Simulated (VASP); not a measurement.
# AlN (F-43m) in VASP: single point with HSE06

Aim: the single point of AlN with HSE06.

Everything below comes from runs of VASP 6.6.1. Logs are shortened: lines on timing, memory, paths and dates and some standing lists are left out, and cuts for length are marked.

### 1 The crystal as given

Symmetry: F-43m, No. 216, cubic system. The conventional cell has a = 4.377 Å, b = 4.377 Å, c = 4.377 Å, α = 90.00°, β = 90.00°, γ = 90.00°. Al (site symmetry -43m) is surrounded by 4 N at 1.90 Å. N (site symmetry -43m) has 4 Al at 1.90 Å as nearest neighbours.

Measurements of this composition are mostly on another form, of space group No. 186.

### 2 Single point, HSE06

Input file POSCAR:

```
AlN
1.0
    0.0000000000      2.1882900000      2.1882900000
    2.1882900000      0.0000000000      2.1882900000
    2.1882900000      2.1882900000      0.0000000000
Al N
1 1
Direct
    0.0000000000      0.0000000000      0.0000000000
    0.2500000000      0.2500000000      0.2500000000
```

Input file INCAR.step1:

```
ALGO = Normal ; EDIFF = 1E-5
ENCUT = 520 ; GGA = PE
ISIF = 2 ; ISMEAR = 0
LASPH = True ; LCHARG = False
LREAL = False ; LWAVE = True
NELM = 100 ; PREC = Accurate
SIGMA = 0.02
```

Input file INCAR.step2:

```
ALGO = Normal ; EDIFF = 1E-7
ENCUT = 520 ; GGA = PE
HFSCREEN = 0.2 ; ISIF = 2
ISMEAR = 0 ; ISTART = 1
LASPH = True ; LCHARG = False
LHFCALC = True ; LREAL = False
LWAVE = False ; NELM = 100
PREC = Accurate ; PRECFOCK = Fast
SIGMA = 0.02
```

Input file KPOINTS:

```
k-points
0
Gamma
  6 6 6
```

Potentials or basis: VASP PAW PBE potentials, release 64 (Al, N).

Run with:

```console
$ cat potpaw_PBE.64/Al/POTCAR potpaw_PBE.64/N/POTCAR > POTCAR
$ cp INCAR.step1 INCAR
$ mpirun -np 1 vasp_std > vasp.out
$ cp INCAR.step2 INCAR
$ mpirun -np 1 vasp_std > vasp.out
```

OUTCAR:

```text
EDIFF = 1E-7
   ENCUT = 520
   GGA = PE
   HFSCREEN = 0.2
   ISIF = 2
   ISMEAR = 0
   ISTART = 1
   LASPH = True
   LHFCALC = True
   LREAL = False
   NELM = 100
   PREC = Accurate
   PRECFOCK = Fast

 ion  position               nearest neighbor table
   1  0.000  0.000  0.000-   2 1.90   2 1.90   2 1.90   2 1.90
   2  0.250  0.250  0.250-   1 1.90   1 1.90   1 1.90   1 1.90

  LATTYP: Found a face centered cubic cell.
 ALAT       =     4.3765800000

  Lattice vectors:

 A1 = (   0.0000000000,   2.1882900000,   2.1882900000)
 A2 = (   2.1882900000,   0.0000000000,   2.1882900000)
 A3 = (   2.1882900000,   2.1882900000,   0.0000000000)

Analysis of symmetry for initial positions (statically):
=====================================================================
 Subroutine PRICEL returns:
 Original cell was already a primitive cell.

 Routine SETGRP: Setting up the symmetry group for a
 face centered cubic supercell.

 Subroutine GETGRP returns: Found 24 space group operations
 (whereof 24 operations were pure point group operations)
 out of a pool of 48 trial point group operations.

The static configuration has the point symmetry T_d .

Analysis of symmetry for dynamics (positions and initial velocities):
=====================================================================
 Subroutine PRICEL returns:
 Original cell was already a primitive cell.

 Routine SETGRP: Setting up the symmetry group for a
 face centered cubic supercell.

 Subroutine GETGRP returns: Found 24 space group operations
 (whereof 24 operations were pure point group operations)
 out of a pool of 48 trial point group operations.

The dynamic configuration has the point symmetry T_d .

 Subroutine INISYM returns: Found 24 space group operations
 (whereof 24 operations are pure point group operations),
 and found     1 'primitive' translations

----------------------------------------------------------------------------------------

                                     Primitive cell

  volume of cell :      20.9577

  direct lattice vectors                    reciprocal lattice vectors
     0.000000000  2.188290000  2.188290000    -0.228488911  0.228488911  0.228488911
     2.188290000  0.000000000  2.188290000     0.228488911 -0.228488911  0.228488911
     2.188290000  2.188290000  0.000000000     0.228488911  0.228488911 -0.228488911

  length of vectors
     3.094709396  3.094709396  3.094709396     0.395754404  0.395754404  0.395754404

  position of ions in fractional coordinates (direct lattice)
     0.000000000  0.000000000  0.000000000
     0.250000000  0.250000000  0.250000000

  ion indices of the primitive-cell ions
   primitive index   ion index
                 1           1
                 2           2

----------------------------------------------------------------------------------------

 KPOINTS: k-points

Automatic generation of k-mesh.
 Grid dimensions read from file:
 generate k-points for:    6    6    6

 Generating k-lattice:

  Cartesian coordinates                     Fractional coordinates (reciprocal lattice)
    -0.038081485  0.038081485  0.038081485     0.166666667  0.000000000  0.000000000
     0.038081485 -0.038081485  0.038081485     0.000000000  0.166666667  0.000000000
     0.038081485  0.038081485 -0.038081485     0.000000000  0.000000000  0.166666667

  Length of vectors
     0.065959067  0.065959067  0.065959067

  Shift w.r.t. Gamma in fractional coordinates (k-lattice)
     0.000000000  0.000000000  0.000000000

 Subroutine IBZKPT returns following result:
 ===========================================

 Found     16 irreducible k-points:

 Following reciprocal coordinates:
            Coordinates               Weight
  0.000000  0.000000  0.000000      1.000000
  0.166667  0.000000  0.000000      8.000000
  0.333333  0.000000  0.000000      8.000000
  0.500000  0.000000  0.000000      4.000000
  0.166667  0.166667  0.000000      6.000000
  0.333333  0.166667  0.000000     24.000000
[... 8 lines left out ...]
 -0.333333  0.333333  0.166667     24.000000
 -0.333333  0.500000  0.166667     12.000000
   k-points           NKPTS =     16   k-points in BZ     NKDIM =    216   number of bands    NBANDS=      8
   number of dos      NEDOS =    301   number of ions     NIONS =      2
   total plane-waves  NPLWV =  13824
   dimension x,y,z NGX =    24 NGY =   24 NGZ =   24
   dimension x,y,z NGXF=    48 NGYF=   48 NGZF=   48
   ions per type =               1   1
   NGX,Y,Z   is equivalent  to a cutoff of  12.89, 12.89, 12.89 a.u.
   NGXF,Y,Z  is equivalent  to a cutoff of  25.79, 25.79, 25.79 a.u.
 SYSTEM =  unknown system
   PREC   = accura    normal or accurate (medium, high low for compatibility)
   ISTART =      1    job   : 0-new  1-cont  2-samecut
   ICHARG =      0    charge: 1-file 2-atom 10-const
   ISPIN  =      1    spin polarized calculation?
   LNONCOLLINEAR =      F non collinear calculations
   LSORBIT =      F    spin-orbit coupling
   LASPH  =      T    aspherical Exc in radial PAW
   ENCUT  =  520.0 eV  38.22 Ry    6.18 a.u.   5.75  5.75  5.75*2*pi/ulx,y,z
   NELM   =    100;   NELMIN=  2; NELMDL=  0     # of ELM steps
   EDIFF  = 0.1E-06   stopping-criterion for ELM
   LREAL  =      F    real-space projection
   EDIFFG = 0.1E-05   stopping-criterion for IOM
   NSW    =      0    number of steps for IOM
   IBRION =     -1    ionic relax: 0-MD 1-quasi-New 2-CG
   NFREE  =      0    steps in history (QN), initial steepest desc. (CG)
   ISIF   =      2    stress and relaxation
   ISYM   =      3    0-nonsym 1-usesym 2-fastsym
   POTIM  = 0.5000    time-step for ionic-motion
   TEBEG  =    0.0;   TEEND  =   0.0 temperature during run
   PSTRESS=    0.0 pullay stress
   NELECT =       8.0000    total number of electrons
   NUPDOWN=      -1.0000    fix difference up-down
   EMIN   =  10.00;   EMAX   =-10.00  energy-range for DOS
   EFERMI =   0.00;   METHOD = LEGACY
   ISMEAR =     0;   SIGMA  =   0.02  broadening in eV -4-tet -1-fermi 0-gaus
   EFERMI_NEDOS =   21; number of points for ismear=-14 and -15
   IALGO  =     38    algorithm
   IMIX   =      1    mixing-type and parameters
     AMIX     =   0.40;   BMIX     =  1.00
     AMIX_MAG =   1.60;   BMIX_MAG =  1.00
  volume/ion in A,a.u.               =      10.48        70.71
  Fermi-wavevector in a.u.,A,eV,Ry     =   1.187563  2.244168 19.188373  1.410306
  Thomas-Fermi vector in A             =   2.323711
   LORBIT       =      0    0 simple, 1 ext, 2 COOP (PROOUT), +10 PAW based schemes
   GGA     = PE    functional components
   LHFCALC =     T    Hartree Fock is set to
   PRECFOCK=fast      Normal, Fast or Accurate (Low or Medium for compatibility)
   ENCUT4O =  -1.0   cutoff for four orbital integrals eV
   NKREDX  =     1    reduce k-point grid by
   NKREDY  =     1    reduce k-point grid by
   NKREDZ  =     1    reduce k-point grid by
   AEXX    =    0.2500 exact exchange contribution
   HFSCREEN=    0.2000 screening length (either q_TF or 0.3 A-1)
   HFSCREENC=   0.2000 screening length for correlation (either q_TF or 0.3 A-1)
   ENCUTFOCK=  -1.0 apply spherical cutoff to Coloumb kernel
   IVDW    =     0    specifies the selected vdW correction
   LEPSILON=     F    determine dielectric tensor
   LRPA    =     F    only Hartree local field effects (RPA)
 non-spin polarized calculation
 Gauss-broadening in eV      SIGMA  =   0.02
  energy-cutoff  :      520.00
  volume of cell :       20.96
 maximum number of plane-waves:       588
  NGX = 14; NGY = 14; NGZ = 14

 number of electron       8.0000000 magnetization

 Free energy of the ion-electron system (eV)
  ---------------------------------------------------
  ext. energy  EPLUGINS =         0.00000000
  ---------------------------------------------------
  free energy    TOTEN  =       -17.42713636 eV

  energy without entropy =      -17.42713636  energy(sigma->0) =      -17.42713636

 E-fermi :   5.1566     XC(G=0):  -8.9805

 val. band max:        4.9796300160   @ k =   0.0000   0.0000   0.0000
 cond. band min:       9.5487963520   @ k =   0.5000   0.5000   0.0000
 fundamental gap:      4.5691663361
 Fermi energy:         5.1566389996

 k-point     1 :       0.0000    0.0000    0.0000
  band No.  band energies     occupation
      1     -11.4658      2.00000
      2       4.9796      2.00000
      3       4.9796      2.00000
      4       4.9796      2.00000
      5      10.4953      0.00000
      6      19.1822      0.00000
      7      19.1822      0.00000
      8      19.1822      0.00000

 k-point     2 :       0.1667    0.0000    0.0000
  band No.  band energies     occupation
      1     -11.0428      2.00000
      2       3.0132      2.00000
      3       4.8329      2.00000
      4       4.8329      2.00000
      5      11.9863      0.00000
      6      18.2808      0.00000
      7      19.3781      0.00000
      8      19.3781      0.00000

 k-point     3 :       0.3333    0.0000    0.0000
  band No.  band energies     occupation
      1      -9.9976      2.00000
      2       0.0681      2.00000
      3       4.5667      2.00000
      4       4.5667      2.00000
      5      13.4629      0.00000
      6      17.0954      0.00000
      7      18.3343      0.00000
      8      18.3343      0.00000
[... 122 lines left out ...]
 k-point    15 :      -0.3333    0.3333    0.1667
  band No.  band energies     occupation
      1      -8.7714      2.00000
      2      -0.0130      2.00000
      3       1.8016      2.00000
      4       3.2056      2.00000
      5      12.9143      0.00000
      6      16.6646      0.00000
      7      18.8439      0.00000
      8      19.9070      0.00000

 k-point    16 :      -0.3333    0.5000    0.1667
  band No.  band energies     occupation
      1      -8.5817      2.00000
      2       0.2998      2.00000
      3       1.9625      2.00000
      4       2.3133      2.00000
      5      11.5752      0.00000
      6      16.8777      0.00000
      7      19.7442      0.00000
      8      19.9628      0.00000

------------------------ aborting loop because EDIFF is reached ----------------------------------------

  FORCE on cell =-STRESS in cart. coord.  units (eV):
  Direction    XX          YY          ZZ          XY          YZ          ZX
  --------------------------------------------------------------------------------------
  -------------------------------------------------------------------------------------
  Total       -0.2348486     -0.2348486     -0.2348486     -0.0000000      0.0000000     -0.0000000
  in kB      -17.9536953    -17.9536953    -17.9536953     -0.0000000      0.0000000     -0.0000000
  external PRESSURE =     -17.9536953 kB  Pullay stress =       0.0000000 kB

 VOLUME and BASIS-vectors are now :
 -----------------------------------------------------------------------------
  energy-cutoff  :      520.00
  volume of cell :       20.96
      direct lattice vectors                 reciprocal lattice vectors
     0.000000000  2.188290000  2.188290000    -0.228488911  0.228488911  0.228488911
     2.188290000  0.000000000  2.188290000     0.228488911 -0.228488911  0.228488911
     2.188290000  2.188290000  0.000000000     0.228488911  0.228488911 -0.228488911

 POSITION                                       TOTAL-FORCE (eV/Angst)
 -----------------------------------------------------------------------------------
      0.00000      0.00000      0.00000        -0.000000     -0.000000     -0.000000
      1.09414      1.09414      1.09414         0.000000      0.000000      0.000000
 -----------------------------------------------------------------------------------
    total drift:                                0.000003     -0.000000      0.000001

  FREE ENERGIE OF THE ION-ELECTRON SYSTEM (eV)
  ---------------------------------------------------
  free  energy   TOTEN  =       -17.4271363603 eV

  energy  without entropy=      -17.4271363603  energy(sigma->0) =      -17.42713636
```

Run time: 84 s. Hardware: 1 thread of Intel Xeon 6975P-C (Granite Rapids), shared host; peak memory 0.23 GiB.

Results:

* Free energy: -17.4271 eV
* Pressure: -1.8 GPa
* Band gap on the k mesh: 4.57 eV, indirect (least direct gap 5.52 eV)

Caveat: the PAW data sets were made with another functional, which shifts forces and pressure a little. A k mesh can miss the band edges.
